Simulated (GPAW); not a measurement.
# Ir (Fm-3m) in GPAW: further runs

The runs below take Ir through relaxation of cell and atoms, with revPBE+D4, BLYP+D3(BJ), BLYP+D4.

All numbers are computed with GPAW 26.7.0; they aren't measurements. Logs are shortened: lines on timing, memory, paths and dates and some standing lists are left out, and cuts for length are marked. The log counts tension as positive stress, the text compression.

### 1 The crystal as given

The structure is cubic, space group Fm-3m (No. 225). The conventional cell has a = 3.831 Å, b = 3.831 Å, c = 3.831 Å, α = 90.00°, β = 90.00°, γ = 90.00°. Around Ir (site symmetry m-3m) lie 12 Ir at 2.71 Å.

### 2 Relaxation of cell and atoms, revPBE+D4

Contents of run.py:

```python
from ase.calculators.mixing import SumCalculator
from ase.filters import FrechetCellFilter
from ase.io import read, write
from ase.optimize import BFGS
from dftd4.ase import DFTD4
from gpaw import GPAW, PW

atoms = read('Ir.xyz')

calc = GPAW(mode=PW(600),
            xc='revPBE',
            kpts={'size': (12, 12, 12), 'gamma': True},
            occupations={'name': 'fermi-dirac', 'width': 0.05},
            nbands=16,
            convergence={'density': 1e-05, 'forces': 0.0001},
            maxiter=150,
            txt='gpaw.txt')
atoms.calc = SumCalculator([calc, DFTD4(method='revpbe')])
opt = BFGS(FrechetCellFilter(atoms), trajectory='relax.traj', logfile='-')
done = opt.run(fmax=0.01, steps=40)
calc.write('gs.gpw')
write('result.traj', atoms)
print('Converged:', done)
print('Cell:', atoms.cell.cellpar().round(4))
print('Volume:', round(atoms.get_volume(), 4))
print(atoms.get_scaled_positions().round(5))
```

Contents of Ir.xyz:

```xyz
1
Lattice="0.0000000000 1.9156000000 1.9156000000 1.9156000000 0.0000000000 1.9156000000 1.9156000000 1.9156000000 0.0000000000" Properties=species:S:1:pos:R:3 pbc="T T T"
Ir     0.0000000000      0.0000000000      0.0000000000
```

Potentials or basis: the program's PAW data sets (release 1.2.1) made for this functional, pw.

The run is started by

```
OMP_NUM_THREADS=1 python run.py
```

gpaw.txt:

```text
__  _  _
 | _ |_)|_||  |
 |__||  | ||/\| - 26.7.0

Input parameters:
  mode=PW(ecut=600.0),
  convergence={'density': 1e-05, 'forces': 0.0001},
  kpts=MonkhorstPack(size=(12, 12, 12), gamma=True),
  maxiter=150,
  nbands=16,
  occupations=Occupations(name='fermi-dirac', width=0.05),
  xc=XC(name='revPBE')

Diagonalizing LCAO Hamiltonian
Converting LCAO to pw mode

       Ir

Atoms  # Å, Bohr magnetons
|   | symbol |        x |        y |        z |    initial magnetic moments |
|---|--------|----------|----------|----------|-----------------------------|
| 0 |     Ir | 0.000000 | 0.000000 | 0.000000 | ( 0.0000,  0.0000,  0.0000) |

Unit cell  # Å
| periodic |        x |        y |        z |  lengths |    angles |
|----------|----------|----------|----------|----------|-----------|
|      yes | 0.000000 | 1.915600 | 1.915600 | 2.709068 | 60.000000 |
|      yes | 1.915600 | 0.000000 | 1.915600 | 2.709068 | 60.000000 |
|      yes | 1.915600 | 1.915600 | 0.000000 | 2.709068 | 60.000000 |

Number of symmetries: 48
Symmetry operations  # r_c * U_cc + t_c -> r_c
|    | kind |            matrix            |
|----|------|------------------------------|
|  0 |  σ   |  1, 0, 0,  1, 0,-1,  1,-1, 0 |
|  1 |  C2  |  1, 0, 0,  1,-1, 0,  1, 0,-1 |
|  2 |  E   |  1, 0, 0,  0, 1, 0,  0, 0, 1 |
|  3 |  σ   |  1, 0, 0,  0, 0, 1,  0, 1, 0 |
|  4 |  C4  |  1, 0,-1,  1, 0, 0,  1,-1, 0 |
|  5 |  S6  |  1, 0,-1,  1,-1, 0,  1, 0, 0 |
|  6 |  σ   |  1, 0,-1,  0, 1,-1,  0, 0,-1 |
|  7 |  C3  |  1, 0,-1,  0, 0,-1,  0, 1,-1 |
|  8 |  S6  |  1,-1, 0,  1, 0, 0,  1, 0,-1 |
|  9 |  C4  |  1,-1, 0,  1, 0,-1,  1, 0, 0 |
| 10 |  C3  |  1,-1, 0,  0,-1, 1,  0,-1, 0 |
| 11 |  σ   |  1,-1, 0,  0,-1, 0,  0,-1, 1 |
| 12 |  σ   |  0, 1, 0,  1, 0, 0,  0, 0, 1 |
| 13 |  C4  |  0, 1, 0,  0, 1,-1, -1, 1, 0 |
| 14 |  C3  |  0, 1, 0,  0, 0, 1,  1, 0, 0 |
| 15 |  S6  |  0, 1, 0, -1, 1, 0,  0, 1,-1 |
| 16 |  C2  |  0, 1,-1,  1, 0,-1,  0, 0,-1 |
| 17 |  σ   |  0, 1,-1,  0, 1, 0, -1, 1, 0 |
| 18 |  S4  |  0, 1,-1,  0, 0,-1,  1, 0,-1 |
| 19 |  C4  |  0, 1,-1, -1, 1, 0,  0, 1, 0 |
| 20 |  C3  |  0, 0, 1,  1, 0, 0,  0, 1, 0 |
| 21 |  σ   |  0, 0, 1,  0, 1, 0,  1, 0, 0 |
[... 128 lines left out ...]
convergence criteria:
- Maximum integral of absolute [dens]ity change: 1e-05 electrons / valence electron
- Maximum change in the atomic [forces] across last 2 cycles: 0.0001 eV/Ang OR
Maximum error relative to the maximum force is below inf
- Maximum [total energy] change in last 3 cyles: 0.0005 eV / valence electron
- Maximum integral of absolute [eigenst]ate change: 4e-08 eV^2 / valence electron
maximum number of iterations: 150

SCF iterations
|iter     | |      energy | eigst |  dens |force |
|---------|-|-------------|-------|-------|------|
|iter:   1| |   -8.918474 | +0.10 |       |      |
|iter:   2| |   -8.905838 | -2.91 | -1.46 |      |
|iter:   3| |   -8.871691 | -2.50 | -1.50 |      |
|iter:   4| |   -8.881317 | -3.35 | -2.13 |      |
|iter:   5| |   -8.885830 | -3.17 | -2.41 |      |
|iter:   6| |   -8.885847c| -5.70 | -3.63 |      |
|iter:   7| |   -8.885850c| -6.02 | -3.93 |      |
|iter:   8| |   -8.885850c| -7.65c| -5.39c|      |
|iter:   9| |   -8.885850c| -8.44c| -5.81c|-23.25c|

Converged in 9 steps
Energy contributions relative to reference atoms: (reference = -484494.888621)

Energy contributions:
  Kinetic:           7.148016
  Coulomb:          -6.495668
  Zero:             -0.204597
  External:          0.000000
  Xc:               -9.331266
  Entropy:          -0.004671
  Spinorbit:         0.000000
  ----------------------------
  Free energy:      -8.888186
  Extrapolated:     -8.885850

dipole moment: (-13.896331, -13.896331, -13.896331)  # |e|*Ang

Fermi level: 15.154
Eigenvalues  # (at kpt = [-0.000, -0.000, -0.000])
| band index |      eig [eV] | occ [0-2] |
|------------|---------------|-----------|
|          0 |       -34.343 |     2.000 |
|          1 |       -34.343 |     2.000 |
|          2 |       -34.343 |     2.000 |
|          3 |         4.015 |     2.000 |
|          4 |        11.218 |     2.000 |
|          5 |        11.218 |     2.000 |
[... 11 lines left out ...]
No gap
No difference between direct/indirect transitions

Stress tensor  # eV/Ang^3
|         x |         y |         z |
|-----------|-----------|-----------|
| -0.083432 | -0.000000 |  0.000000 |
| -0.000000 | -0.083432 |  0.000000 |
|  0.000000 |  0.000000 | -0.083432 |

Forces  # eV/Ang
|       x |        y |        z |
|---------|----------|----------|
| 0.00000 | -0.00000 | -0.00000 |  # Ir   0

Interpolating wave functions to new cell

       Ir

Atoms  # Å, Bohr magnetons
|   | symbol |         x |         y |        z |    initial magnetic moments |
|---|--------|-----------|-----------|----------|-----------------------------|
| 0 |     Ir | -0.000000 | -0.000000 | 0.000000 | ( 0.0000,  0.0000,  0.0000) |

Unit cell  # Å
| periodic |         x |        y |        z |  lengths |    angles |
|----------|-----------|----------|----------|----------|-----------|
|      yes | -0.000000 | 1.908593 | 1.908593 | 2.699158 | 60.000000 |
|      yes |  1.908593 | 0.000000 | 1.908593 | 2.699158 | 60.000000 |
|      yes |  1.908593 | 1.908593 | 0.000000 | 2.699158 | 60.000000 |

Number of symmetries: 48
Symmetry operations  # r_c * U_cc + t_c -> r_c
|    | kind |            matrix            |
|----|------|------------------------------|
|  0 |  σ   |  1, 0, 0,  1, 0,-1,  1,-1, 0 |
|  1 |  C2  |  1, 0, 0,  1,-1, 0,  1, 0,-1 |
|  2 |  E   |  1, 0, 0,  0, 1, 0,  0, 0, 1 |
|  3 |  σ   |  1, 0, 0,  0, 0, 1,  0, 1, 0 |
|  4 |  C4  |  1, 0,-1,  1, 0, 0,  1,-1, 0 |
|  5 |  S6  |  1, 0,-1,  1,-1, 0,  1, 0, 0 |
|  6 |  σ   |  1, 0,-1,  0, 1,-1,  0, 0,-1 |
|  7 |  C3  |  1, 0,-1,  0, 0,-1,  0, 1,-1 |
|  8 |  S6  |  1,-1, 0,  1, 0, 0,  1, 0,-1 |
|  9 |  C4  |  1,-1, 0,  1, 0,-1,  1, 0, 0 |
| 10 |  C3  |  1,-1, 0,  0,-1, 1,  0,-1, 0 |
| 11 |  σ   |  1,-1, 0,  0,-1, 0,  0,-1, 1 |
| 12 |  σ   |  0, 1, 0,  1, 0, 0,  0, 0, 1 |
| 13 |  C4  |  0, 1, 0,  0, 1,-1, -1, 1, 0 |
| 14 |  C3  |  0, 1, 0,  0, 0, 1,  1, 0, 0 |
| 15 |  S6  |  0, 1, 0, -1, 1, 0,  0, 1,-1 |
| 16 |  C2  |  0, 1,-1,  1, 0,-1,  0, 0,-1 |
| 17 |  σ   |  0, 1,-1,  0, 1, 0, -1, 1, 0 |
| 18 |  S4  |  0, 1,-1,  0, 0,-1,  1, 0,-1 |
| 19 |  C4  |  0, 1,-1, -1, 1, 0,  0, 1, 0 |
| 20 |  C3  |  0, 0, 1,  1, 0, 0,  0, 1, 0 |
| 21 |  σ   |  0, 0, 1,  0, 1, 0,  1, 0, 0 |
[... 128 lines left out ...]
convergence criteria:
- Maximum integral of absolute [dens]ity change: 1e-05 electrons / valence electron
- Maximum change in the atomic [forces] across last 2 cycles: 0.0001 eV/Ang OR
Maximum error relative to the maximum force is below inf
- Maximum [total energy] change in last 3 cyles: 0.0005 eV / valence electron
- Maximum integral of absolute [eigenst]ate change: 4e-08 eV^2 / valence electron
maximum number of iterations: 150

SCF iterations
|iter     | |      energy | eigst |  dens |force |
|---------|-|-------------|-------|-------|------|
|iter:   1| |   -8.874765 | -2.25 |       |      |
|iter:   2| |   -8.873865 | -5.24 | -2.17 |      |
|iter:   3| |   -8.870530c| -4.17 | -2.21 |      |
|iter:   4| |   -8.870665c| -5.14 | -3.07 |      |
|iter:   5| |   -8.870744c| -4.94 | -3.40 |      |
|iter:   6| |   -8.870744c| -7.96c| -4.46 |      |
|iter:   7| |   -8.870743c| -8.29c| -4.80 |      |
|iter:   8| |   -8.870743c| -9.75c| -6.34c|      |
|iter:   9| |   -8.870743c|-10.36c| -6.60c|-24.63c|

Converged in 9 steps
Energy contributions relative to reference atoms: (reference = -484494.888621)

Energy contributions:
  Kinetic:           8.875132
  Coulomb:          -7.968859
  Zero:             -0.208086
  External:          0.000000
  Xc:               -9.566643
  Entropy:          -0.004576
  Spinorbit:         0.000000
  ----------------------------
  Free energy:      -8.873031
  Extrapolated:     -8.870743

dipole moment: (-13.846915, -13.846915, -13.846915)  # |e|*Ang

Fermi level: 15.397
Eigenvalues  # (at kpt = [-0.000, -0.000, -0.000])
| band index |      eig [eV] | occ [0-2] |
|------------|---------------|-----------|
|          0 |       -34.124 |     2.000 |
|          1 |       -34.124 |     2.000 |
|          2 |       -34.124 |     2.000 |
|          3 |         4.139 |     2.000 |
|          4 |        11.393 |     2.000 |
|          5 |        11.393 |     2.000 |
[... 11 lines left out ...]
No gap
No difference between direct/indirect transitions

Stress tensor  # eV/Ang^3
|         x |         y |         z |
|-----------|-----------|-----------|
| -0.111983 |  0.000000 |  0.000000 |
|  0.000000 | -0.111983 |  0.000000 |
|  0.000000 |  0.000000 | -0.111983 |

Forces  # eV/Ang
|        x |        y |       z |
|----------|----------|---------|
| -0.00000 | -0.00000 | 0.00000 |  # Ir   0

Interpolating wave functions to new cell

       Ir

Atoms  # Å, Bohr magnetons
|   | symbol |        x |         y |         z |    initial magnetic moments |
|---|--------|----------|-----------|-----------|-----------------------------|
| 0 |     Ir | 0.000000 | -0.000000 | -0.000000 | ( 0.0000,  0.0000,  0.0000) |

Unit cell  # Å
| periodic |         x |        y |         z |  lengths |    angles |
|----------|-----------|----------|-----------|----------|-----------|
|      yes | -0.000000 | 1.910745 |  1.910745 | 2.702201 | 60.000000 |
|      yes |  1.910745 | 0.000000 |  1.910745 | 2.702201 | 60.000000 |
|      yes |  1.910745 | 1.910745 | -0.000000 | 2.702201 | 60.000000 |

Number of symmetries: 48
Symmetry operations  # r_c * U_cc + t_c -> r_c
|    | kind |            matrix            |
|----|------|------------------------------|
|  0 |  σ   |  1, 0, 0,  1, 0,-1,  1,-1, 0 |
|  1 |  C2  |  1, 0, 0,  1,-1, 0,  1, 0,-1 |
|  2 |  E   |  1, 0, 0,  0, 1, 0,  0, 0, 1 |
|  3 |  σ   |  1, 0, 0,  0, 0, 1,  0, 1, 0 |
|  4 |  C4  |  1, 0,-1,  1, 0, 0,  1,-1, 0 |
|  5 |  S6  |  1, 0,-1,  1,-1, 0,  1, 0, 0 |
|  6 |  σ   |  1, 0,-1,  0, 1,-1,  0, 0,-1 |
|  7 |  C3  |  1, 0,-1,  0, 0,-1,  0, 1,-1 |
|  8 |  S6  |  1,-1, 0,  1, 0, 0,  1, 0,-1 |
|  9 |  C4  |  1,-1, 0,  1, 0,-1,  1, 0, 0 |
| 10 |  C3  |  1,-1, 0,  0,-1, 1,  0,-1, 0 |
| 11 |  σ   |  1,-1, 0,  0,-1, 0,  0,-1, 1 |
| 12 |  σ   |  0, 1, 0,  1, 0, 0,  0, 0, 1 |
| 13 |  C4  |  0, 1, 0,  0, 1,-1, -1, 1, 0 |
| 14 |  C3  |  0, 1, 0,  0, 0, 1,  1, 0, 0 |
| 15 |  S6  |  0, 1, 0, -1, 1, 0,  0, 1,-1 |
| 16 |  C2  |  0, 1,-1,  1, 0,-1,  0, 0,-1 |
| 17 |  σ   |  0, 1,-1,  0, 1, 0, -1, 1, 0 |
| 18 |  S4  |  0, 1,-1,  0, 0,-1,  1, 0,-1 |
| 19 |  C4  |  0, 1,-1, -1, 1, 0,  0, 1, 0 |
| 20 |  C3  |  0, 0, 1,  1, 0, 0,  0, 1, 0 |
| 21 |  σ   |  0, 0, 1,  0, 1, 0,  1, 0, 0 |
[... 128 lines left out ...]
convergence criteria:
- Maximum integral of absolute [dens]ity change: 1e-05 electrons / valence electron
- Maximum change in the atomic [forces] across last 2 cycles: 0.0001 eV/Ang OR
Maximum error relative to the maximum force is below inf
- Maximum [total energy] change in last 3 cyles: 0.0005 eV / valence electron
- Maximum integral of absolute [eigenst]ate change: 4e-08 eV^2 / valence electron
maximum number of iterations: 150

SCF iterations
|iter     | |      energy | eigst |  dens |force |
|---------|-|-------------|-------|-------|------|
|iter:   1| |   -8.876234 | -3.02 |       |      |
|iter:   2| |   -8.876151 | -6.17 | -2.68 |      |
|iter:   3| |   -8.875831c| -5.20 | -2.73 |      |
|iter:   4| |   -8.875843c| -6.18 | -3.59 |      |
|iter:   5| |   -8.875849c| -5.97 | -3.92 |      |
|iter:   6| |   -8.875849c| -7.69c| -5.04c|      |
|iter:   7| |   -8.875849c| -8.04c| -5.33c|-24.53c|

Converged in 7 steps
Energy contributions relative to reference atoms: (reference = -484494.888621)

Energy contributions:
  Kinetic:           8.337338
  Coulomb:          -7.510165
  Zero:             -0.207021
  External:          0.000000
  Xc:               -9.493699
  Entropy:          -0.004605
  Spinorbit:         0.000000
  ----------------------------
  Free energy:      -8.878152
  Extrapolated:     -8.875849

dipole moment: (-13.862103, -13.862103, -13.862103)  # |e|*Ang

Fermi level: 15.322
Eigenvalues  # (at kpt = [-0.000, -0.000, -0.000])
| band index |      eig [eV] | occ [0-2] |
|------------|---------------|-----------|
|          0 |       -34.191 |     2.000 |
|          1 |       -34.191 |     2.000 |
|          2 |       -34.191 |     2.000 |
|          3 |         4.100 |     2.000 |
|          4 |        11.339 |     2.000 |
|          5 |        11.339 |     2.000 |
[... 11 lines left out ...]
No gap
No difference between direct/indirect transitions

Stress tensor  # eV/Ang^3
|         x |         y |         z |
|-----------|-----------|-----------|
| -0.103047 | -0.000000 | -0.000000 |
| -0.000000 | -0.103047 | -0.000000 |
| -0.000000 | -0.000000 | -0.103047 |

Forces  # eV/Ang
|        x |        y |        z |
|----------|----------|----------|
| -0.00000 | -0.00000 | -0.00000 |  # Ir   0

# Writing to gs.gpw (mode='')
```

It took 24 s on 1 thread of Intel Xeon Platinum 8488C (Sapphire Rapids), shared host; peak memory 0.17 GiB.

Results:

| Item | Value |
| --- | --- |
| Free energy | -10.3813 eV |
| Relaxed volume | 13.95 Å³/atom |
| Relaxed cell | a = 2.702 Å, b = 2.702 Å, c = 2.702 Å, α = 60.00°, β = 60.00°, γ = 60.00° |
| Space group after relaxing (to 0.05 Å) | Fm-3m (No. 225) |
| Energy gained by relaxing | 0.9 meV/atom |
| Ionic steps | 3 |
| Pressure after relaxing | 0.0 GPa |
| Band gap on the k mesh | none (metal or under the smearing width) |
| Dispersion energy per atom | -1.503 eV |

Step by step:
```tsv
step	energy change (eV)	largest force (eV/Å)	pressure (GPa)	volume (Å³)
1	0.0000	0.0000	-2.92	14.06
2	-0.0007	0.0000	1.31	13.90
3	-0.0009	0.0000	-0.01	13.95
```

Final structure:
```cif
data_structure
_symmetry_space_group_name_H-M 'P 1'
_symmetry_Int_Tables_number 1
_cell_length_a 2.7022
_cell_length_b 2.7022
_cell_length_c 2.7022
_cell_angle_alpha 60.000
_cell_angle_beta 60.000
_cell_angle_gamma 60.000
_cell_volume 13.95
loop_
_atom_site_label
_atom_site_type_symbol
_atom_site_fract_x
_atom_site_fract_y
_atom_site_fract_z
_atom_site_occupancy
Ir1 Ir 0.00000 0.00000 0.00000 1
```

Caveat: later steps reuse the first step's grids; pairwise dispersion overbinds metals, which lowers pressure and volume.

(Part 1 of 2 ends here.)
